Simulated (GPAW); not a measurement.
# I (Fmmm) in GPAW: a series of runs, part 2 of 2

GPAW 26.7.0.

**3. One-shot levels on a semilocal density, PBE**

run.py

```python
import numpy as np
from ase.dft.bandgap import bandgap
from ase.io import read, write
from ase.units import GPa
from gpaw import GPAW, PW
from gpaw.hybrids import NonSelfConsistentHybridXCCalculator
from gpaw.hybrids.energy import non_self_consistent_energy

atoms = read('I.cif')

calc = GPAW(mode=PW(500),
            xc='PBE',
            kpts={'size': (4, 4, 4), 'gamma': True},
            occupations={'name': 'fermi-dirac', 'width': 0.05},
            nbands=12,
            convergence={'density': 1e-05, 'energy': 1e-05, 'bands': 8, 'eigenstates': 1e-07},
            symmetry={'point_group': False},
            maxiter=150,
            txt='gpaw.txt')
atoms.calc = calc
energy = atoms.get_potential_energy()
forces = atoms.get_forces()
stress = atoms.get_stress()
calc.write('gs.gpw')
write('result.traj', atoms)
print(f'Energy: {energy:.6f} eV')
print('Forces (eV/A):')
print(forces.round(4))
print('Stress (GPa):', (stress / GPa).round(3))
print('Fermi level:', round(calc.get_fermi_level(), 4), 'eV')
print(f'Gap: {bandgap(calc)[0]:.4f} eV, direct: {bandgap(calc, direct=True)[0]:.4f} eV')

for xc in ['HSE06', 'HSE03', 'PBE0']:
    e = non_self_consistent_energy(calc, xc).sum()
    print(f'{xc} energy on these orbitals: {e:.6f} eV')
    nsc = NonSelfConsistentHybridXCCalculator.from_dft_calculation(
        calc.dft, xc, log=f'levels-{xc}.txt')
    dft_skn, hyb_skn = nsc.calculate(calc.dft.ibzwfs, 0, 8)
    np.savetxt(f'levels-{xc}.dat', hyb_skn.reshape((-1, hyb_skn.shape[-1])), fmt='%.4f')
```

I.cif

```cif
data_I
_cell_length_a 4.56978285
_cell_length_b 4.48249819
_cell_length_c 3.22521405
_cell_angle_alpha 70.58369076
_cell_angle_beta 67.68554410
_cell_angle_gamma 41.73076514
_space_group_name_H-M_alt 'P1'
_space_group_name_Hall 'P 1'
_space_group_IT_number 1
loop_
_space_group_symop_operation_xyz
'x,y,z'
loop_
_atom_site_label
_atom_site_type_symbol
_atom_site_symmetry_multiplicity
_atom_site_Wyckoff_symbol
_atom_site_fract_x
_atom_site_fract_y
_atom_site_fract_z
_atom_site_occupancy
I1 I 1 a 0.0000000000 0.0000000000 0.0000000000 1
```

Potentials or basis: GPAW PAW data sets (gpaw-data 1.2.1), pw.

The run is started by

```console
$ OMP_NUM_THREADS=1 python run.py
```

gpaw.txt:

```text
__  _  _
 | _ |_)|_||  |
 |__||  | ||/\| - 26.7.0

Input parameters:
  mode=PW(ecut=500.0),
  convergence={'density': 1e-05, 'energy': 1e-05, 'bands': 8, 'eigenstates': 1e-07},
  kpts=MonkhorstPack(size=(4, 4, 4), gamma=True),
  maxiter=150,
  nbands=12,
  occupations=Occupations(name='fermi-dirac', width=0.05),
  symmetry=Symmetry(point_group=False),
  xc=XC(name='PBE')

Diagonalizing LCAO Hamiltonian
Converting LCAO to pw mode

       I

Atoms  # Å, Bohr magnetons
|   | symbol |        x |        y |        z |    initial magnetic moments |
|---|--------|----------|----------|----------|-----------------------------|
| 0 |      I | 0.000000 | 0.000000 | 0.000000 | ( 0.0000,  0.0000,  0.0000) |

Unit cell  # Å
| periodic |        x |        y |        z |  lengths |    angles |
|----------|----------|----------|----------|----------|-----------|
|      yes | 4.569783 | 0.000000 | 0.000000 | 4.569783 | 70.583691 |
|      yes | 3.345203 | 2.983691 | 0.000000 | 4.482498 | 67.685544 |
|      yes | 1.224580 | 0.237783 | 2.974200 | 3.225214 | 41.730765 |

Number of symmetries: 1
Symmetry operations  # r_c * U_cc + t_c -> r_c
|   | kind |            matrix            |
|---|------|------------------------------|
| 0 |  E   |  1, 0, 0,  0, 1, 0,  0, 0, 1 |

BZ-sampling:
  Number of BZ points: 64
  Number of IBZ points: 36

  Monkhorst-Pack size: [4, 4, 4]
  Monkhorst-Pack shift: [0.125, 0.125, 0.125]

K-points  # in reciprocal-cell coordinates
|     |                                coordinates |     weight |
|-----|--------------------------------------------|------------|
|   0 | (  0.00000000,   0.00000000,   0.00000000) | 0.01562500 |
|   1 | (  0.00000000,   0.00000000,   0.25000000) | 0.03125000 |
|   2 | (  0.00000000,   0.00000000,   0.50000000) | 0.01562500 |
|   3 | (  0.00000000,   0.25000000,  -0.25000000) | 0.03125000 |
|   4 | (  0.00000000,   0.25000000,   0.00000000) | 0.03125000 |
|   5 | (  0.00000000,   0.25000000,   0.25000000) | 0.03125000 |
|   6 | (  0.00000000,   0.25000000,   0.50000000) | 0.03125000 |
|   7 | (  0.00000000,   0.50000000,   0.00000000) | 0.01562500 |
|   8 | (  0.00000000,   0.50000000,   0.25000000) | 0.03125000 |
|   9 | (  0.00000000,   0.50000000,   0.50000000) | 0.01562500 |
| ... |                                            |            |
|  35 | (  0.50000000,   0.50000000,   0.50000000) | 0.01562500 |

Plane wave coefficients: 1044
Cutoff: 500.0 eV

Spin-components: 1 (collinear spins)
Bands:           12
Projectors:      5
Spin-degeneracy: 2
Datatype:        complex128

Parallelization:
  kpt:    1
  domain: 1
  band:   1

Density:
  Valence electrons: 7.0
  Components: 1
  Grid points: [24 24 18]
  Charge: 0.0  # |e|

Potential:
  Grid points: [24 24 18]

species:
  I:
    name:    Iodine
    Z:       53.0
    valence: 7
    core:    46
    charge:  0.0  # [|e|]
    compensation charges:
      type: gauss
      rc: 0.37  # [Å]
      lmax: 2
    cutoffs:
      filter: 2.06  # [Å]
      core: 2.90  # [Å]
    projectors
    | kind |    occ | energy [eV] | rcut [Å] |
    |------|--------|-------------|----------|
    |   5s |  2.000 |     -17.382 |    1.164 |
    |   5p |  5.000 |      -7.088 |    1.164 |
    |    s |        |       9.829 |    1.164 |
    |    p |        |      20.123 |    1.164 |
    |    d |        |       0.000 |    1.164 |

    Using partial waves for I as LCAO basis

Reference energy: -193540.795666  # eV

eigensolver:
  PPCG
  Converge bands: 8
  niter=2

density mixing:
  MSR1-Mixer
  Pratt-step length: 0.05
  Maximum mixing coefficient: 0.75
  Old densities: 10
  SVD Regularization: 0.005
  Good broyden scale: 1.0
  Trust region scale: 1.0
  Backstep threshold: 4.0
  History deletion threshold: 6.0
  Fourier metric: weight=20.0, sigma=0.015

occupation numbers:
  Fermi-Dirac:
    width: 0.0500  # eV

poisson solver:
  ecut: 4000.0  # eV

xc functional:
  name: PBE with 2 nearest neighbor stencil

convergence criteria:
- Maximum integral of absolute [dens]ity change: 1e-05 electrons / valence electron
- Maximum [total energy] change in last 3 cyles: 1e-05 eV / valence electron
- Maximum integral of absolute [eigenst]ate change: 1e-07 eV^2 / valence electron
maximum number of iterations: 150

SCF iterations
|iter     | |      energy | eigst |  dens |
|---------|-|-------------|-------|-------|
|iter:   1| |   -1.747891 | +2.21 |       |
|iter:   2| |   -1.744060 | +0.94 | -1.31 |
|iter:   3| |   -1.714480 | -0.89 | -1.33 |
|iter:   4| |   -1.713656 | -2.86 | -1.91 |
|iter:   5| |   -1.713685 | -4.27 | -2.45 |
|iter:   6| |   -1.713692c| -5.59 | -3.12 |
|iter:   7| |   -1.713692c| -6.48 | -4.11 |
|iter:   8| |   -1.713692c| -7.22c| -4.70 |
|iter:   9| |   -1.713692c| -8.27c| -6.06c|

Converged in 9 steps
Energy contributions relative to reference atoms: (reference = -193540.795666)

Energy contributions:
  Kinetic:          -0.189564
  Coulomb:           0.020726
  Zero:             -0.005779
  External:          0.000000
  Xc:               -1.539074
  Entropy:          -0.000002
  Spinorbit:         0.000000
  ----------------------------
  Free energy:      -1.713693
  Extrapolated:     -1.713692

dipole moment: (-44.871817, -15.816220, -14.602201)  # |e|*Ang

Fermi level: 3.416
Eigenvalues  # (at kpt = [0.000, 0.000, 0.000])
| band index |      eig [eV] | occ [0-2] |
|------------|---------------|-----------|
|          0 |       -10.481 |     2.000 |
|          1 |         1.457 |     2.000 |
|          2 |         4.149 |     0.000 |
|          3 |         4.454 |     0.000 |
|          4 |         7.959 |     0.000 |
|          5 |        10.973 |     0.000 |
|          6 |        11.663 |     0.000 |
|          7 |        15.706 |     0.000 |
|          8 |        16.038 |     0.000 |
|          9 |        16.179 |     0.000 |
|        ... |               |           |
|         11 |        21.793 |     0.000 |

No gap
No difference between direct/indirect transitions

Forces  # eV/Ang
|       x |        y |        z |
|---------|----------|----------|
| 0.00000 | -0.00000 | -0.00000 |  # I    0

Stress tensor  # eV/Ang^3
|         x |         y |         z |
|-----------|-----------|-----------|
|  0.000138 | -0.006446 |  0.006981 |
| -0.006446 |  0.010058 | -0.000034 |
|  0.006981 | -0.000034 |  0.010059 |

# Writing to gs.gpw (mode='')
```

It took 4.4 min on 1 thread of Arm Neoverse V1, shared host; peak memory 0.24 GiB.

Results:

```
Free energy            : -1.7137 eV
Pressure               : -1.1 GPa
Band gap on the k mesh : none (metal or under the smearing width)
```

Caveat: the k mesh is coarse (spacing up to 0.53 Å⁻¹), so the values aren't converged; the cutoff is short for stress and forces, so pressures can be off by a GPa or more; one-shot exact exchange on a metal's smeared states is rough; an odd number of electrons without spin polarisation forces a metal; a magnetic or distorted state may lie lower. The run has no spin-orbit coupling, so splittings on I are missing.

**4. Band structure, PBE, spin-orbit coupling, no magnetisation**

run.py

```python
import numpy as np
from ase.dft.bandgap import bandgap
from ase.io import read, write
from ase.units import GPa
from gpaw import GPAW, PW
from gpaw.spinorbit import soc_eigenstates

atoms = read('I.xyz')

calc = GPAW(mode=PW(600),
            xc='PBE',
            kpts={'size': (7, 7, 7), 'gamma': True},
            occupations={'name': 'fermi-dirac', 'width': 0.05},
            nbands=10,
            convergence={'density': 1e-05, 'energy': 1e-05},
            maxiter=150,
            txt='gpaw.txt')
atoms.calc = calc
energy = atoms.get_potential_energy()
forces = atoms.get_forces()
stress = atoms.get_stress()
calc.write('gs.gpw')
write('result.traj', atoms)
print(f'Energy: {energy:.6f} eV')
print('Forces (eV/A):')
print(forces.round(4))
print('Stress (GPa):', (stress / GPa).round(3))
print('Fermi level:', round(calc.get_fermi_level(), 4), 'eV')
print(f'Gap: {bandgap(calc)[0]:.4f} eV, direct: {bandgap(calc, direct=True)[0]:.4f} eV')

path = atoms.cell.bandpath('GYCDXGZD1HC,C1Z,XH1,HY,LG', npoints=80, eps=1e-4)
bs_calc = calc.fixed_density(kpts=path, symmetry='off', nbands=20,
                             convergence={'bands': 'CBM+6.0', 'eigenstates': 1e-6}, txt='bands.txt')
bs = bs_calc.band_structure()
bs.write('bs.json')
print(f'Gap on the path: {bandgap(bs_calc)[0]:.4f} eV')

soc = soc_eigenstates(bs_calc, theta=90, phi=45)
np.savetxt('soc_bands.dat', soc.eigenvalues(), fmt='%.4f')
mesh = soc_eigenstates('gs.gpw', theta=90, phi=45)
np.savetxt('soc_mesh.dat', mesh.eigenvalues(), fmt='%.4f')
print('Fermi level with spin-orbit coupling:', round(mesh.fermi_level, 4), 'eV')
```

I.xyz

```xyz
1
Lattice="0.0000000000 2.3656004428 3.9098401324 2.1922454667 0.0000000000 3.9098401324 2.1922454667 2.3656004428 0.0000000000" Properties=species:S:1:pos:R:3 pbc="T T T"
I      0.0000000000      0.0000000000      0.0000000000
```

The run is started by

```console
$ OMP_NUM_THREADS=1 python run.py
```

Wall time 52 s (1 thread of Arm Neoverse V1, shared host); peak memory 0.25 GiB.

Results (log left out):

```
Free energy             : -1.3192 eV
Pressure                : 0.7 GPa
Band gap along the path : none (metal or under the smearing width)
```

Stress tensor (GPa, compression positive):
```
0.82 0.00 0.00
0.00 0.43 0.00
0.00 0.00 0.86
```

Levels at the corners of the path, in eV from the Fermi level:
| point | band 4 | band 5 | band 6 | band 7 | band 8 | band 9 | band 10 | band 11 | band 12 |
| --- | --- | --- | --- | --- | --- | --- | --- | --- | --- |
| Γ | -2.10 | 0.51 | 0.51 | 1.45 | 1.45 | 4.57 | 4.57 | 7.59 | 7.59 |
| Y | -4.57 | -3.40 | -3.40 | -0.41 | -0.41 | 3.99 | 3.99 | 6.66 | 6.66 |
| C | -4.23 | -3.25 | -3.25 | -1.03 | -1.03 | 5.36 | 5.36 | 6.89 | 6.89 |
| D | -4.31 | -3.49 | -3.49 | -0.83 | -0.83 | 4.11 | 4.11 | 5.95 | 5.95 |
| X | -4.40 | -3.57 | -3.57 | -0.70 | -0.70 | 3.93 | 3.93 | 5.80 | 5.80 |
| Γ | -2.10 | 0.51 | 0.51 | 1.45 | 1.45 | 4.57 | 4.57 | 7.59 | 7.59 |
| Z | -4.11 | 0.19 | 0.19 | 1.22 | 1.22 | 7.05 | 7.05 | 7.34 | 7.34 |
| D1 | -4.31 | -3.49 | -3.49 | -0.83 | -0.83 | 4.11 | 4.11 | 5.95 | 5.95 |
| H | -4.42 | -3.55 | -3.55 | -0.66 | -0.66 | 4.04 | 4.04 | 6.19 | 6.19 |
| C | -4.23 | -3.25 | -3.25 | -1.03 | -1.03 | 5.36 | 5.36 | 6.89 | 6.89 |
| C1 | -4.23 | -3.25 | -3.25 | -1.03 | -1.03 | 5.36 | 5.36 | 6.89 | 6.89 |
| Z | -4.11 | 0.19 | 0.19 | 1.22 | 1.22 | 7.05 | 7.05 | 7.34 | 7.34 |
| X | -4.40 | -3.57 | -3.57 | -0.70 | -0.70 | 3.93 | 3.93 | 5.80 | 5.80 |
| H1 | -4.42 | -3.55 | -3.55 | -0.66 | -0.66 | 4.04 | 4.04 | 6.19 | 6.19 |
| H | -4.42 | -3.55 | -3.55 | -0.66 | -0.66 | 4.04 | 4.04 | 6.19 | 6.19 |
| Y | -4.57 | -3.40 | -3.40 | -0.41 | -0.41 | 3.99 | 3.99 | 6.66 | 6.66 |
| L | -5.27 | -1.75 | -1.75 | 1.75 | 1.75 | 4.82 | 4.82 | 9.23 | 9.23 |
| Γ | -2.10 | 0.51 | 0.51 | 1.45 | 1.45 | 4.57 | 4.57 | 7.59 | 7.59 |

Caveat: spin-orbit coupling was added after a scalar SCF, so levels and gaps hold it while energy, forces, pressure and moments don't; this program's spin-orbit splittings come out too wide for heavy elements.

**5. Summary**

| task | level | potentials or basis | spin | k mesh | cutoff (eV) | band path | band points | hybrids on these orbitals | symmetry | spin axis theta (degrees) | mesh quality | pressure (GPa) |
| --- | --- | --- | --- | --- | --- | --- | --- | --- | --- | --- | --- | --- |
| band structure | GLLB-SC | the program's PAW data sets (release 1.2.1) made for this functional, pw | off | 7 × 7 × 7 | 600 | GYCDXGZD1HC,C1Z,XH1,HY,LG | 80 | - | - | - | not flagged | - |
| one-shot levels on a semilocal density | PBE | GPAW PAW data sets (gpaw-data 1.2.1), pw | off | 4 × 4 × 4 | 500 | - | - | ["HSE06", "HSE03", "PBE0"] | point_group=False | - | coarse | -1.1 |
| band structure | PBE | GPAW PAW data sets (gpaw-data 1.2.1), pw | SOC, no magnetisation | 7 × 7 × 7 | 600 | GYCDXGZD1HC,C1Z,XH1,HY,LG | 80 | - | - | 90 | not flagged | 0.7 |

Alike in all rows: cell as given; smearing fermi-dirac 0.05 eV.

Caveats: some runs use coarse meshes; an odd number of electrons without spin polarisation forces a metal (some runs); a magnetic or distorted state may lie lower (some runs); a model potential gives levels but no total energy (some runs); spin-orbit coupling is left out, which moves the levels of the heavy elements (some runs); the cutoff is short for stress and forces, so pressures can be off by a GPa or more (some runs); one-shot exact exchange on a metal's smeared states is rough (some runs); spin-orbit coupling was added after a scalar SCF, so levels and gaps hold it while energy, forces, pressure and moments don't (some runs).

Total energies depend on the potentials used, so only differences within one code and one set of settings carry meaning.
